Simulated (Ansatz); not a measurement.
Relaxation of a periodic cell of 23 atoms, Si₈O₁₄F (host SiO2, host structure P4_2/mnm, dopant F, one O atom removed), to a largest force component of 0.03 eV/Å in at most 60 steps.

These are results of DFT PBE, scalar-relativistic, plane waves, PAW (Ansatz), not measurements. Settings: PAW set soft_1, cutoff 420 eV, k mesh 2x2x2, gaussian smearing 0.05 eV, spin collinear.

```xyz
23
Lattice="-4.1617 -4.1617 0.0000 4.1617 -4.1617 0.0000 0.0000 0.0000 5.3266" Properties=species:S:1:pos:R:3
Si 0.013 -4.165 0.003
Si 2.082 -2.081 1.379
O 1.248 -2.906 0.036
O 0.819 -0.839 1.363
O -1.227 -5.436 -0.040
O 3.351 -3.321 1.340
Si -0.018 -4.148 2.680
Si 2.035 -2.065 3.956
O 1.330 -2.821 2.646
O 0.853 -0.816 3.987
O -1.258 -5.493 2.614
O 3.377 -3.330 4.019
Si 0.016 -0.005 0.074
Si -2.046 -2.040 1.288
O -2.872 -2.896 -0.026
O 0.805 -4.979 1.366
O -1.246 -1.244 0.039
O -0.823 -3.297 1.307
Si 0.011 0.013 2.726
Si -2.099 -2.044 4.000
O 0.780 -4.921 3.996
F -1.257 -1.299 2.605
O -0.784 -3.335 4.043
```

Problem. Where does it end, and by what steps?

Solution. The forces met the threshold. The force dipped under the threshold on the way, but the program's further checks kept it going. Limits of this set-up: coarse k mesh. After 10 steps the energy has fallen by 3.964 eV; Si19 moved furthest, 0.69 Å. Parted: Si19–F22. Joined: Si14–Si19, Si19–Si20.

| step | energy less start (eV) | largest force component (eV/Å) | accepted |
| --- | --- | --- | --- |
| 0 | 0.0000 | 4.463 | yes |
| 1 | -1.9737 | 2.787 | yes |
| 2 | -3.1597 | 0.554 | yes |
| 3 | -3.2511 | 0.579 | yes |
| 4 | -3.3965 | 1.036 | yes |
| 5 | -3.6697 | 1.216 | yes |
| 6 | -3.8333 | 0.997 | yes |
| 7 | -3.9484 | 0.372 | yes |
| 8 | -3.9616 | 0.251 | yes |
| 9 | -3.9639 | 0.028 | yes |
| 10 | -3.9639 | 0.027 | yes |

```xyz
23
Lattice="-4.1617 -4.1617 0.0000 4.1617 -4.1617 0.0000 0.0000 0.0000 5.3266" Properties=species:S:1:pos:R:3
Si 0.002 -4.158 0.006
Si 2.090 -2.071 1.343
O 1.279 -2.881 0.005
O 0.818 -0.789 1.372
O -1.256 -5.417 0.006
O 3.372 -3.342 1.372
Si 0.021 -4.139 2.669
Si 2.090 -2.071 3.994
O 1.274 -2.887 2.669
O 0.819 -0.789 3.965
O -1.254 -5.414 2.669
O 3.372 -3.342 3.965
Si -0.063 -0.061 0.005
Si -2.188 -2.186 1.309
O -2.947 -2.945 0.005
O 0.821 -4.964 1.346
O -1.317 -1.315 0.005
O -0.805 -3.339 1.346
Si 0.500 0.499 2.669
Si -2.187 -2.185 4.028
O 0.820 -4.964 3.992
F -1.369 -1.368 2.668
O -0.805 -3.339 3.992
```

Whether the end is a true minimum wasn't checked by a vibrational analysis.

Time of the run: 88 s on 2 threads of Arm Neoverse V1, on a shared host, peak memory 0.58 GiB.
